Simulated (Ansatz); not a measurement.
Here is an Ansatz 0.2.0 calculation.

input.yaml

```yaml
crystal:
  lattice:
    - [0.0, 2.425, 2.425]
    - [2.425, 0.0, 2.425]
    - [2.425, 2.425, 0.0]
  atoms:
    - { symbol: S, position: [0.75, 0.75, 0.75] }
    - { symbol: Be, position: [0.0, 0.0, 0.0] }
hamiltonian:
  xc: rpbe
  pseudopotentials: { kind: paw }
kpoints:
  mp_grid: { grid: [9, 9, 9] }
scf:
  occupations: { method: fermi_dirac, width: 0.05 }
output:
  forces: true
  stress: true
  eigenvalues: true
  write_density: true
  write_potential: true
  elf: true
  volumetric_format: npy
relax:
  f_tol: 0.01
  max_steps: 40
  cell: { stress_tol: 0.05 }
```

Potentials or basis: Ansatz PAW.

The run is started by

```console
$ ansatz run input.yaml --threads 2 --pin off --max-ram 5632MiB --backend cpu --events-out ev --progress --plain --runs-dir out
```

**Question.** Predict the relaxed cell.

**Answer.** a = 3.477 Å, b = 3.477 Å, c = 3.477 Å, α = 60.00°, β = 60.00°, γ = 60.00°.

**Question.** Predict the band gap on the k mesh.

**Answer.** 3.41 eV, indirect (least direct gap 5.70 eV).

**Question.** Predict the relaxed volume.

**Answer.** 14.86 Å³/atom.

**Question.** What does it give for the space group after relaxing (to 0.05 Å)?

**Answer.** F-43m (No. 216).

Step by step:
```csv
step,energy change (eV),largest force (eV/Å),volume (Å³)
1,0.0000,0.0000,28.52
2,-0.0115,0.0000,29.20
3,-0.0141,0.0000,29.69
4,-0.0141,0.0000,29.72
5,-0.0142,0.0000,29.72
```

Caveat: odd divisions of the mesh miss points on the zone boundary, where band edges often lie, so the gap on the mesh can be too wide; the plane-wave basis is chosen anew once the cell has moved, so the energies of steps on either side of that aren't comparable; the PAW data sets come from PBE, with cores solved anew for the run's functional, which leaves a small shift of forces and pressure. RPBE and its kin give volumes clearly too large for solids.
